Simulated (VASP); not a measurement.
# N (P6_3/mmc) in VASP: a series of runs, part 2 of 3

VASP 6.6.1. The steps go on from the part before.

## (3) Single point, LDA (strain +0.000 along x and y, -0.040 along z, atoms carried along)

Input file INCAR:

```
SYSTEM = N
PREC     = Accurate       ! precision mode
ENCUT    = 520            ! plane-wave cutoff, eV
EDIFF    = 1E-7           ! SCF threshold, eV
ISMEAR   = 0              ! smearing method
SIGMA    = 0.15           ! smearing width, eV
LREAL    = .FALSE.        ! projectors in reciprocal space
LASPH    = .TRUE.         ! aspherical terms in the spheres
NELM     = 100            ! most SCF steps
ALGO     = Fast           ! electronic algorithm
ISIF     = 2              ! what is computed and relaxed
LWAVE    = .FALSE.        ! write WAVECAR
LCHARG   = .TRUE.         ! write CHGCAR
LELF     = .TRUE.         ! ELF
LVHAR    = .TRUE.       
NBANDS   = 12             ! bands
```

Input file KPOINTS:

```
regular mesh
0
G
  15 15 8
  0 0 0
```

Input file POSCAR:

```
N
1.0
    3.6290016496      0.0000000000      0.0000000000
   -1.8145008248      3.1428076190      0.0000000000
    0.0000000000      0.0000000000      5.6544000000
N
2
Direct
    0.3333333333      0.6666666667      0.2500000000
    0.6666666667      0.3333333333      0.7500000000
```

Potentials or basis: VASP PAW LDA potentials, release 64 (N).

Command:

```
$ cat potpaw_LDA.64/N/POTCAR > POTCAR
$ mpirun -np 1 vasp_std > vasp.out
```

OUTCAR:

```text
SYSTEM = N
   PREC = Accurate
   ENCUT = 520
   EDIFF = 1E-7
   ISMEAR = 0
   LREAL = .FALSE.
   LASPH = .TRUE.
   NELM = 100
   ISIF = 2

 ion  position               nearest neighbor table
   1  0.333  0.667  0.250-
   2  0.667  0.333  0.750-

  LATTYP: Found a hexagonal cell.
 ALAT       =     3.6290016496
 C/A-ratio  =     1.5581144750

  Lattice vectors:

 A1 = (   3.6290016496,   0.0000000000,   0.0000000000)
 A2 = (  -1.8145008248,   3.1428076190,   0.0000000000)
 A3 = (   0.0000000000,   0.0000000000,   5.6544000000)

Analysis of symmetry for initial positions (statically):
=====================================================================
 Subroutine PRICEL returns:
 Original cell was already a primitive cell.

 Routine SETGRP: Setting up the symmetry group for a
 hexagonal supercell.

 Subroutine GETGRP returns: Found 24 space group operations
 (whereof 12 operations were pure point group operations)
 out of a pool of 24 trial point group operations.

The static configuration has the point symmetry D_3d.
 The point group associated with its full space group is D_6h.

Analysis of symmetry for dynamics (positions and initial velocities):
=====================================================================
 Subroutine PRICEL returns:
 Original cell was already a primitive cell.

 Routine SETGRP: Setting up the symmetry group for a
 hexagonal supercell.

 Subroutine GETGRP returns: Found 24 space group operations
 (whereof 12 operations were pure point group operations)
 out of a pool of 24 trial point group operations.

The dynamic configuration has the point symmetry D_3d.
 The point group associated with its full space group is D_6h.

 Subroutine INISYM returns: Found 24 space group operations
 (whereof 12 operations are pure point group operations),
 and found     1 'primitive' translations

----------------------------------------------------------------------------------------

                                     Primitive cell

  volume of cell :      64.4899

  direct lattice vectors                    reciprocal lattice vectors
     3.629001650  0.000000000  0.000000000     0.275557880  0.159093416  0.000000000
    -1.814500825  3.142807619  0.000000000     0.000000000  0.318186832  0.000000000
     0.000000000  0.000000000  5.654400000     0.000000000  0.000000000  0.176853424

  length of vectors
     3.629001650  3.629001650  5.654400000     0.318186832  0.318186832  0.176853424

  position of ions in fractional coordinates (direct lattice)
     0.333333333  0.666666667  0.250000000
     0.666666667  0.333333333  0.750000000

  ion indices of the primitive-cell ions
   primitive index   ion index
                 1           1
                 2           2

----------------------------------------------------------------------------------------

 KPOINTS: regular mesh

Automatic generation of k-mesh.
 Grid dimensions read from file:
 generate k-points for:   15   15    8

 Generating k-lattice:

  Cartesian coordinates                     Fractional coordinates (reciprocal lattice)
     0.018370525  0.010606228  0.000000000     0.066666667  0.000000000  0.000000000
     0.000000000  0.021212455  0.000000000     0.000000000  0.066666667  0.000000000
[... 41 lines left out ...]
   number of dos      NEDOS =    301   number of ions     NIONS =      2
   total plane-waves  NPLWV =  32928
   dimension x,y,z NGX =    28 NGY =   28 NGZ =   42
   dimension x,y,z NGXF=    56 NGYF=   56 NGZF=   84
   ions per type =               2
   NGX,Y,Z   is equivalent  to a cutoff of  12.83, 12.83, 12.35 a.u.
   NGXF,Y,Z  is equivalent  to a cutoff of  25.65, 25.65, 24.70 a.u.
 SYSTEM =  N
   PREC   = accura    normal or accurate (medium, high low for compatibility)
   ISTART =      0    job   : 0-new  1-cont  2-samecut
   ICHARG =      2    charge: 1-file 2-atom 10-const
   ISPIN  =      1    spin polarized calculation?
   LNONCOLLINEAR =      F non collinear calculations
   LSORBIT =      F    spin-orbit coupling
   LASPH  =      T    aspherical Exc in radial PAW
   ENCUT  =  520.0 eV  38.22 Ry    6.18 a.u.   6.75  6.75 10.51*2*pi/ulx,y,z
   NELM   =    100;   NELMIN=  2; NELMDL= -5     # of ELM steps
   EDIFF  = 0.1E-06   stopping-criterion for ELM
   LREAL  =      F    real-space projection
   EDIFFG = 0.1E-05   stopping-criterion for IOM
   NSW    =      0    number of steps for IOM
   IBRION =     -1    ionic relax: 0-MD 1-quasi-New 2-CG
   NFREE  =      0    steps in history (QN), initial steepest desc. (CG)
   ISIF   =      2    stress and relaxation
   ISYM   =      2    0-nonsym 1-usesym 2-fastsym
   POTIM  = 0.5000    time-step for ionic-motion
   TEBEG  =    0.0;   TEEND  =   0.0 temperature during run
   PSTRESS=    0.0 pullay stress
   NELECT =      10.0000    total number of electrons
   NUPDOWN=      -1.0000    fix difference up-down
   EMIN   =  10.00;   EMAX   =-10.00  energy-range for DOS
   EFERMI =   0.00;   METHOD = LEGACY
   ISMEAR =     0;   SIGMA  =   0.15  broadening in eV -4-tet -1-fermi 0-gaus
   EFERMI_NEDOS =   21; number of points for ismear=-14 and -15
   IALGO  =     68    algorithm
   IMIX   =      4    mixing-type and parameters
     AMIX     =   0.40;   BMIX     =  1.00
     AMIX_MAG =   1.60;   BMIX_MAG =  1.00
  volume/ion in A,a.u.               =      32.24       217.60
  Fermi-wavevector in a.u.,A,eV,Ry     =   0.879517  1.662046 10.524793  0.773550
  Thomas-Fermi vector in A             =   1.999752
   LORBIT       =      0    0 simple, 1 ext, 2 COOP (PROOUT), +10 PAW based schemes
   GGA     = CA    functional components
   LHFCALC =     F    Hartree Fock is set to
   AEXX    =    0.0000 exact exchange contribution
   IVDW    =     0    specifies the selected vdW correction
   LEPSILON=     F    determine dielectric tensor
   LRPA    =     F    only Hartree local field effects (RPA)
 non-spin polarized calculation
 RMM-DIIS sequential band-by-band and
 Gauss-broadening in eV      SIGMA  =   0.15
  energy-cutoff  :      520.00
  volume of cell :       64.49
 maximum number of plane-waves:      1773
 NGX is ok and might be reduce to    28
   NGX = 13   NGY = 13   NGZ = 21

 number of electron      10.0000001 magnetization

 Free energy of the ion-electron system (eV)
  ---------------------------------------------------
  ext. energy  EPLUGINS =         0.00000000
  ---------------------------------------------------
  free energy    TOTEN  =        -2.34101974 eV

  energy without entropy =       -2.23575362  energy(sigma->0) =       -2.28838668

 E-fermi :  -5.0200     XC(G=0):  -6.6841

 val. band max:       -5.0199780452   @ k =   0.3333   0.2667   0.1250
 cond. band min:      -5.0190471153   @ k =   0.2000   0.2000   0.1250
 fundamental gap:      0.0009309299
 Fermi energy:        -5.0199617687

 k-point     1 :       0.0000    0.0000    0.0000
  band No.  band energies     occupation
      1     -16.7015      2.00000
      2     -16.2634      2.00000
      3      -6.0449      2.00000
      4      -4.7364      0.00751
      5      -4.7364      0.00751
      6      -4.5606      0.00001
      7      -4.5606      0.00001
      8      -4.4804      0.00000
      9       1.9129      0.00000
     10       5.7169      0.00000
     11       6.4748      0.00000
     12      12.1043      0.00000
[... 331 lines left out ...]
 k-point    24 :       0.4000    0.2000    0.0000
  band No.  band energies     occupation
      1     -16.2880      2.00000
      2     -16.2024      2.00000
      3      -5.7606      2.00000
      4      -5.4223      1.99985
      5      -5.2492      1.96934
      6      -5.2118      1.92952
      7      -4.9176      0.33443
      8      -4.9027      0.26910
      9       5.6265      0.00000
     10       6.0638      0.00000
     11       6.9843      0.00000
     12       7.2890      0.00000

 [... further k-points ...]

------------------------ aborting loop because EDIFF is reached ----------------------------------------

  FORCE on cell =-STRESS in cart. coord.  units (eV):
  Direction    XX          YY          ZZ          XY          YZ          ZX
  --------------------------------------------------------------------------------------
  -------------------------------------------------------------------------------------
  Total       -3.5350122     -3.5350122     -4.0818991      0.0000000      0.0000000      0.0000000
  in kB      -87.8233514    -87.8233514   -101.4101344      0.0000000      0.0000000      0.0000000
  external PRESSURE =     -92.3522790 kB  Pullay stress =       0.0000000 kB

 VOLUME and BASIS-vectors are now :
 -----------------------------------------------------------------------------
  energy-cutoff  :      520.00
  volume of cell :       64.49
      direct lattice vectors                 reciprocal lattice vectors
     3.629001650  0.000000000  0.000000000     0.275557880  0.159093416  0.000000000
    -1.814500825  3.142807619  0.000000000     0.000000000  0.318186832  0.000000000
     0.000000000  0.000000000  5.654400000     0.000000000  0.000000000  0.176853424

 POSITION                                       TOTAL-FORCE (eV/Angst)
 -----------------------------------------------------------------------------------
     -0.00000      2.09521      1.41360        -0.000000      0.000000      0.000000
      1.81450      1.04760      4.24080         0.000000     -0.000000      0.000000
 -----------------------------------------------------------------------------------
    total drift:                                0.000000     -0.000000      0.000000

  FREE ENERGIE OF THE ION-ELECTRON SYSTEM (eV)
  ---------------------------------------------------
  free  energy   TOTEN  =        -2.3410197446 eV

  energy  without entropy=       -2.2357536214  energy(sigma->0) =       -2.28838668
```

Wall time 51 s (1 thread of AMD EPYC 9R45 (Zen 5), shared host); peak memory 0.17 GiB.

Results:

- Free energy: -2.3410 eV
- Pressure: -9.2 GPa
- Band gap on the k mesh: none (metal or under the smearing width)

Levels at points of the mesh, in eV from the Fermi level:
```tsv
k point	band 2	band 3	band 4	band 5	band 6	band 7	band 8	band 9
(0.00, 0.00, 0.00)	-11.24	-1.02	0.28	0.28	0.46	0.46	0.54	6.93
(0.00, 0.00, 0.50)	-11.47	-0.31	-0.31	0.37	0.37	0.37	0.37	8.38
```

(Continued in part 3 of 3.)
